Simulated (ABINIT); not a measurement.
# CdSe (F-43m) in ABINIT: further runs

The runs below take CdSe through equation of state, band structure, with LDA, PBEsol.

Everything below comes from runs of ABINIT 10.8.3 (patched build). Logs are shortened: lines on timing, memory, paths and dates and some standing lists are left out, and cuts for length are marked. The log counts tension as positive stress, the text compression.

## (1) The structure

It takes space group F-43m (No. 216, cubic). The conventional cell has a = 6.141 Å, b = 6.141 Å, c = 6.141 Å, α = 90.00°, β = 90.00°, γ = 90.00°. Cd (site symmetry -43m) is surrounded by 4 Se at 2.66 Å. Around Se (site symmetry -43m) lie 4 Cd at 2.66 Å.

Measurements of this composition are mostly on another form, of space group No. 186.

## (2) Equation of state, LDA

run.abi reads:

```
ndtset 7
getwfk -1
scalecart1 3*0.9795861087
scalecart2 3*0.9864848297
scalecart3 3*0.9932883884
scalecart4 3*1.0000000000
scalecart5 3*1.0066227096
scalecart6 3*1.0131594038
scalecart7 3*1.0196128224

pp_dirpath "./"
pseudos "Cd.hgh, Se.hgh"

acell 4.3420191692 4.3420191692 4.3420191692 Angstrom
rprim
     0.0000000000     0.7071067812     0.7071067812
     0.7071067812     0.0000000000     0.7071067812
     0.7071067812     0.7071067812     0.0000000000
ntypat 2
znucl 48 34
natom 2
typat 1 2
xred
     0.0000000000     0.0000000000     0.0000000000
     0.2500000000     0.2500000000     0.2500000000

ecut 20.0

kptopt 1
ngkpt 8 8 8
nshiftk 1
shiftk 0.0 0.0 0.0

ixc 7

nband 8
occopt 3
tsmear 0.00183747

nstep 100
tolvrs 1.0e-10

iomode 3
prtwf 1
prtden 0
prteig 0
prtebands 0
enunit 1
```

Potentials or basis: HGH LDA.

Run with:

```sh
$ abinit run.abi > log 2>&1
```

run.abo:

```text
.Version 10.8.3 of ABINIT
 DATASET    1 : space group F-4 3 m (#216); Bravais cF (face-center cubic)
================================================================================
 Values of the parameters that define the memory need for DATASET  1.
     intxc =       0    ionmov =       0      iscf =       7    lmnmax =       6
     lnmax =       6     mgfft =      36  mpssoang =       3    mqgrid =    3001
     natom =       2  nloc_mem =       1    nspden =       1   nspinor =       1
    nsppol =       1      nsym =      24    n1xccc =       0    ntypat =       2
    occopt =       3   xclevel =       1
       mpw =        1587          nfft =       46656          nkpt =          29
================================================================================
================================================================================
[... 61 lines left out ...]
 DATASET    7 : space group F-4 3 m (#216); Bravais cF (face-center cubic)
================================================================================
 Values of the parameters that define the memory need for DATASET  7.
     intxc =       0    ionmov =       0      iscf =       7    lmnmax =       6
     lnmax =       6     mgfft =      36  mpssoang =       3    mqgrid =    3001
     natom =       2  nloc_mem =       1    nspden =       1   nspinor =       1
    nsppol =       1      nsym =      24    n1xccc =       0    ntypat =       2
    occopt =       3   xclevel =       1
       mpw =        1790          nfft =       46656          nkpt =          29
================================================================================
================================================================================

--------------------------------------------------------------------------------
------------- Echo of variables that govern the present computation ------------
--------------------------------------------------------------------------------
 -outvars: echo values of preprocessed input variables --------
            acell      8.2052270632E+00  8.2052270632E+00  8.2052270632E+00 Bohr
              amu      1.12411000E+02  7.89600000E+01
             ecut      2.00000000E+01 Hartree
           enunit           1
           getwfk          -1
              ixc           7
           jdtset        1    2    3    4    5    6    7
         kptrlatt        8    0    0      0    8    0      0    0    8
          kptrlen1     6.43018116E+01
          kptrlen2     6.47546562E+01
          kptrlen3     6.52012541E+01
          kptrlen4     6.56418165E+01
          kptrlen5     6.60765432E+01
          kptrlen6     6.65056237E+01
          kptrlen7     6.69292378E+01
            natom           2
            nband           8
           ndtset           7
            ngfft          36      36      36
             nkpt          29
            nstep         100
             nsym          24
           ntypat           2
           occopt           3
           prtden           0
        prtebands           0
           prteig           0
            rprim1     0.0000000000E+00  6.9267198023E-01  6.9267198023E-01
                       6.9267198023E-01  0.0000000000E+00  6.9267198023E-01
                       6.9267198023E-01  6.9267198023E-01  0.0000000000E+00
            rprim2     0.0000000000E+00  6.9755011263E-01  6.9755011263E-01
                       6.9755011263E-01  0.0000000000E+00  6.9755011263E-01
                       6.9755011263E-01  6.9755011263E-01  0.0000000000E+00
            rprim3     0.0000000000E+00  7.0236095512E-01  7.0236095512E-01
                       7.0236095512E-01  0.0000000000E+00  7.0236095512E-01
                       7.0236095512E-01  7.0236095512E-01  0.0000000000E+00
            rprim4     0.0000000000E+00  7.0710678120E-01  7.0710678120E-01
                       7.0710678120E-01  0.0000000000E+00  7.0710678120E-01
                       7.0710678120E-01  7.0710678120E-01  0.0000000000E+00
            rprim5     0.0000000000E+00  7.1178974407E-01  7.1178974407E-01
                       7.1178974407E-01  0.0000000000E+00  7.1178974407E-01
                       7.1178974407E-01  7.1178974407E-01  0.0000000000E+00
            rprim6     0.0000000000E+00  7.1641188486E-01  7.1641188486E-01
                       7.1641188486E-01  0.0000000000E+00  7.1641188486E-01
                       7.1641188486E-01  7.1641188486E-01  0.0000000000E+00
            rprim7     0.0000000000E+00  7.2097514092E-01  7.2097514092E-01
                       7.2097514092E-01  0.0000000000E+00  7.2097514092E-01
                       7.2097514092E-01  7.2097514092E-01  0.0000000000E+00
          spgroup         216
           tolvrs      1.00000000E-10
           tsmear      1.83747000E-03 Hartree
            typat      1  2
           xangst1     0.0000000000E+00  0.0000000000E+00  0.0000000000E+00
                       1.5037975081E+00  1.5037975081E+00  1.5037975081E+00
           xangst2     0.0000000000E+00  0.0000000000E+00  0.0000000000E+00
                       1.5143879803E+00  1.5143879803E+00  1.5143879803E+00
           xangst3     0.0000000000E+00  0.0000000000E+00  0.0000000000E+00
                       1.5248323654E+00  1.5248323654E+00  1.5248323654E+00
           xangst4     0.0000000000E+00  0.0000000000E+00  0.0000000000E+00
                       1.5351355993E+00  1.5351355993E+00  1.5351355993E+00
           xangst5     0.0000000000E+00  0.0000000000E+00  0.0000000000E+00
                       1.5453023566E+00  1.5453023566E+00  1.5453023566E+00
           xangst6     0.0000000000E+00  0.0000000000E+00  0.0000000000E+00
                       1.5553370686E+00  1.5553370686E+00  1.5553370686E+00
           xangst7     0.0000000000E+00  0.0000000000E+00  0.0000000000E+00
                       1.5652439412E+00  1.5652439412E+00  1.5652439412E+00
            xcart1     0.0000000000E+00  0.0000000000E+00  0.0000000000E+00
                       2.8417654391E+00  2.8417654391E+00  2.8417654391E+00
            xcart2     0.0000000000E+00  0.0000000000E+00  0.0000000000E+00
                       2.8617785311E+00  2.8617785311E+00  2.8617785311E+00
            xcart3     0.0000000000E+00  0.0000000000E+00  0.0000000000E+00
                       2.8815155586E+00  2.8815155586E+00  2.8815155586E+00
            xcart4     0.0000000000E+00  0.0000000000E+00  0.0000000000E+00
                       2.9009858488E+00  2.9009858488E+00  2.9009858488E+00
            xcart5     0.0000000000E+00  0.0000000000E+00  0.0000000000E+00
                       2.9201982357E+00  2.9201982357E+00  2.9201982357E+00
            xcart6     0.0000000000E+00  0.0000000000E+00  0.0000000000E+00
                       2.9391610931E+00  2.9391610931E+00  2.9391610931E+00
            xcart7     0.0000000000E+00  0.0000000000E+00  0.0000000000E+00
                       2.9578823691E+00  2.9578823691E+00  2.9578823691E+00
             xred      0.0000000000E+00  0.0000000000E+00  0.0000000000E+00
                       2.5000000000E-01  2.5000000000E-01  2.5000000000E-01
            znucl       48.00000   34.00000

================================================================================

 chkinp: Checking input parameters for consistency, jdtset=   1.

 chkinp: Checking input parameters for consistency, jdtset=   2.
[... 33 lines left out ...]
 getcut: wavevector=  0.0000  0.0000  0.0000  ngfft=  36  36  36
         ecut(hartree)=     20.000   => boxcut(ratio)=   2.22479

 getcut : COMMENT -
  Note that boxcut > 2.2 ; recall that boxcut=Gcut(box)/Gcut(sphere) = 2
  is sufficient for exact treatment of convolution.
  Such a large boxcut is a waste : you could raise ecut
  e.g. ecut=   24.748468 Hartrees makes boxcut=2

--- Pseudopotential description ------------------------------------------------
- pspini: atom type   1  psp file is ./Cd.hgh
    3    1    2    0      2001   0.00000      pspcod,pspxc,lmax,lloc,mmax,r2well

 pspatm : COMMENT -
  the projectors are not normalized,
  so that the KB energies are not consistent with
  definition in PRB44, 8503 (1991).
  However, this does not influence the results obtained hereafter.

- pspini: atom type   2  psp file is ./Se.hgh
    3    1    2    0      2001   0.00000      pspcod,pspxc,lmax,lloc,mmax,r2well

 pspatm : COMMENT -
  the projectors are not normalized,
  so that the KB energies are not consistent with
  definition in PRB44, 8503 (1991).
  However, this does not influence the results obtained hereafter.

   6.24417638E+01                                ecore*ucvol(ha*bohr**3)
--------------------------------------------------------------------------------

================================================================================

--- !BeginCycle
iteration_state: {dtset: 1, }
solver: {iscf: 7, nstep: 100, nline: 4, wfoptalg: 0, }
tolerances: {tolvrs: 1.00E-10, }
...
[... 136 lines left out ...]
 getcut: wavevector=  0.0000  0.0000  0.0000  ngfft=  36  36  36
         ecut(hartree)=     20.000   => boxcut(ratio)=   2.20923

 getcut : COMMENT -
  Note that boxcut > 2.2 ; recall that boxcut=Gcut(box)/Gcut(sphere) = 2
  is sufficient for exact treatment of convolution.
  Such a large boxcut is a waste : you could raise ecut
  e.g. ecut=   24.403534 Hartrees makes boxcut=2

--------------------------------------------------------------------------------

-inwffil : will read wavefunctions from disk file runo_DS1_WFK.nc

================================================================================
[... 852 lines left out ...]
-Cartesian components of stress tensor (GPa)         [Pressure= -1.2108E+01 GPa]
- sigma(1 1)=  1.21080255E+01  sigma(3 2)=  0.00000000E+00
- sigma(2 2)=  1.21080255E+01  sigma(3 1)=  0.00000000E+00
- sigma(3 3)=  1.21080255E+01  sigma(2 1)=  0.00000000E+00

== END DATASET(S) ==============================================================
================================================================================

 -outvars: echo values of variables after computation  --------
            acell      8.2052270632E+00  8.2052270632E+00  8.2052270632E+00 Bohr
           etotal1    -1.0596986085E+01
           etotal2    -1.0594395118E+01
           etotal3    -1.0591692836E+01
           etotal4    -1.0588888512E+01
           etotal5    -1.0586003593E+01
           etotal6    -1.0583039456E+01
           etotal7    -1.0580047006E+01
            fcart1    -0.0000000000E+00 -0.0000000000E+00 -0.0000000000E+00
                      -0.0000000000E+00 -0.0000000000E+00 -0.0000000000E+00
            fcart2    -0.0000000000E+00 -0.0000000000E+00 -0.0000000000E+00
                      -0.0000000000E+00 -0.0000000000E+00 -0.0000000000E+00
            fcart3    -0.0000000000E+00 -0.0000000000E+00 -0.0000000000E+00
                      -0.0000000000E+00 -0.0000000000E+00 -0.0000000000E+00
            fcart4    -0.0000000000E+00 -0.0000000000E+00 -0.0000000000E+00
                      -0.0000000000E+00 -0.0000000000E+00 -0.0000000000E+00
            fcart5    -0.0000000000E+00 -0.0000000000E+00 -0.0000000000E+00
                      -0.0000000000E+00 -0.0000000000E+00 -0.0000000000E+00
[... 38 lines left out ...]
                       0.0000000000E+00  0.0000000000E+00  0.0000000000E+00
           xangst1     0.0000000000E+00  0.0000000000E+00  0.0000000000E+00
                       1.5037975081E+00  1.5037975081E+00  1.5037975081E+00
           xangst2     0.0000000000E+00  0.0000000000E+00  0.0000000000E+00
                       1.5143879803E+00  1.5143879803E+00  1.5143879803E+00
           xangst3     0.0000000000E+00  0.0000000000E+00  0.0000000000E+00
                       1.5248323654E+00  1.5248323654E+00  1.5248323654E+00
           xangst4     0.0000000000E+00  0.0000000000E+00  0.0000000000E+00
                       1.5351355993E+00  1.5351355993E+00  1.5351355993E+00
           xangst5     0.0000000000E+00  0.0000000000E+00  0.0000000000E+00
                       1.5453023566E+00  1.5453023566E+00  1.5453023566E+00
           xangst6     0.0000000000E+00  0.0000000000E+00  0.0000000000E+00
                       1.5553370686E+00  1.5553370686E+00  1.5553370686E+00
           xangst7     0.0000000000E+00  0.0000000000E+00  0.0000000000E+00
                       1.5652439412E+00  1.5652439412E+00  1.5652439412E+00
             xred      0.0000000000E+00  0.0000000000E+00  0.0000000000E+00
                       2.5000000000E-01  2.5000000000E-01  2.5000000000E-01
 Calculation completed.
```

Wall time 54 s (1 thread of Arm Neoverse V2, shared host); peak memory 0.12 GiB.

What came out:

| Property | Result |
| --- | --- |
| Equilibrium volume | outside the volumes run |

Energy against volume, from the lowest point:
```
volume (Å³/atom)  energy (meV/atom)
          27.206               0.00
          27.784              35.25
          28.363              72.02
          28.942             110.17
          29.521             149.42
          30.100             189.75
          30.679             230.47
```

Caveat: the cutoff is too short for stress, so the log's stress isn't used; HGH potentials are hard and often keep d shells in the core, so these values are rough.

## (3) Band structure, PBEsol

run.abi reads:

```
ndtset 2

pp_dirpath "./"
pseudos "Cd.GGA_PBE-JTH.xml, Se.GGA_PBE-JTH.xml"

acell 4.3420191692 4.3420191692 4.3420191692 Angstrom
rprim
     0.0000000000     0.7071067812     0.7071067812
     0.7071067812     0.0000000000     0.7071067812
     0.7071067812     0.7071067812     0.0000000000
ntypat 2
znucl 48 34
natom 2
typat 1 2
xcart
     0.0000000000     0.0000000000     0.0000000000
     1.5351355993     1.5351355993     1.5351355993 Angstrom

ecut 462.593566 eV
pawecutdg 34.0

ixc -116133

occopt 3
tsmear 0.00183747

nstep 100

iomode 3
prtwf 0
prteig 0
prtebands 0
enunit 1
prtden1 1

kptopt1 1
ngkpt1 8 8 8
nshiftk1 1
shiftk1 0.0 0.0 0.0
nband1 13
tolvrs1 1.0e-9

iscf2 -2
getden2 1
nband2 17
nbdbuf2 2
tolwfr2 1.0e-12
kptopt2 -9
ndivsm2 5
prteig2 1
kptbounds2
     0.0000000000     0.0000000000     0.0000000000
     0.5000000000     0.0000000000     0.5000000000
     0.5000000000     0.2500000000     0.7500000000
     0.3750000000     0.3750000000     0.7500000000
     0.0000000000     0.0000000000     0.0000000000
     0.5000000000     0.5000000000     0.5000000000
     0.6250000000     0.2500000000     0.6250000000
     0.5000000000     0.2500000000     0.7500000000
     0.5000000000     0.5000000000     0.5000000000
     0.3750000000     0.3750000000     0.7500000000
```

Potentials or basis: JTH PAW PBE v2.0.

Run with:

```sh
$ abinit run.abi > log 2>&1
```

Run time: 89 s. Hardware: 1 thread of Arm Neoverse V2, shared host; peak memory 0.13 GiB.

It converged, with:

- Free energy: -1555.9591 eV
- Band gap on the k mesh: 0.42 eV, direct
- Valence electrons inside the program's atomic spheres: Cd 10.44; Se 3.93

Levels at the corners of the path, in eV from the valence-band top:
```csv
point,band 6,band 7,band 8,band 9,band 10,band 11,band 12,band 13
Γ,-7.47,0.00,0.00,0.00,0.42,5.85,5.85,5.85
X,-7.13,-4.01,-1.79,-1.79,3.06,3.64,7.75,8.82
W,-7.02,-3.91,-2.16,-2.14,4.85,5.11,6.31,7.47
K,-7.05,-3.94,-2.44,-1.46,3.60,5.00,7.75,8.06
Γ,-7.47,0.00,0.00,0.00,0.42,5.85,5.85,5.85
L,-7.19,-4.29,-0.72,-0.72,2.24,6.36,6.36,7.19
U,-7.05,-3.94,-2.44,-1.46,3.60,5.00,7.75,8.06
W,-7.02,-3.91,-2.16,-2.14,4.85,5.11,6.31,7.47
L,-7.19,-4.29,-0.72,-0.72,2.24,6.36,6.36,7.19
K,-7.05,-3.94,-2.44,-1.46,3.60,5.00,7.75,8.06
```

Caveat: the cutoff is too short for stress, so the log's stress isn't used; the PAW data sets were made with another functional, which shifts forces and pressure a little.

## (4) Equation of state, LDA

run.abi reads:

```
# Datasets: one volume each
ndtset 7
getwfk -1
scalecart1 3*0.9795861087
scalecart2 3*0.9864848297
scalecart3 3*0.9932883884
scalecart4 3*1.0000000000
scalecart5 3*1.0066227096
scalecart6 3*1.0131594038
scalecart7 3*1.0196128224

# Pseudopotentials
pp_dirpath "./"
pseudos "Cd.LDA_PW-JTH.xml, Se.LDA_PW-JTH.xml"

# Structure
acell 3*1.0
rprim
     0.0000000000     5.8019716937     5.8019716937
     5.8019716937     0.0000000000     5.8019716937
     5.8019716937     5.8019716937     0.0000000000
ntypat 2
znucl 48 34
natom 2
typat 1 2
xred
     0.0000000000     0.0000000000     0.0000000000
     0.2500000000     0.2500000000     0.2500000000

# Plane-wave basis
ecut 12.0
pawecutdg 24.0

# k points
kptopt 1
ngkpt 8 8 8
nshiftk 1
shiftk 0.0 0.0 0.0

# Exchange and correlation
ixc 7

# Bands and occupations
nband 13
occopt 3
tsmear 0.00183747

# SCF cycle
nstep 100
tolvrs 1.0e-9

# Output
iomode 3
prtwf 1
prtden 0
prteig 0
prtebands 0
enunit 1
```

Potentials or basis: JTH PAW LDA v2.0.

Run with:

```sh
$ abinit run.abi > log 2>&1
```

Wall time 60 s (1 thread of Arm Neoverse V2, shared host); peak memory 0.12 GiB.

It converged, with:

```yaml
Equilibrium_volume: "27.07 Å³/atom (rough: see the caveat)"
Bulk_modulus: 53 GPa (rough)
```

Energy against volume, from the lowest point:
```tsv
volume (Å³/atom)	energy (meV/atom)
27.206	0.00
27.784	2.87
28.363	9.82
28.942	19.32
29.521	32.00
30.100	49.06
30.679	66.62
```

Caveat: the cutoff is too short for stress, so the log's stress isn't used; pressures at fixed basis lie under the slope of the energies; the fit is doubtful: noisy points or a state that changes with volume; the minimum lies outside the volumes run.
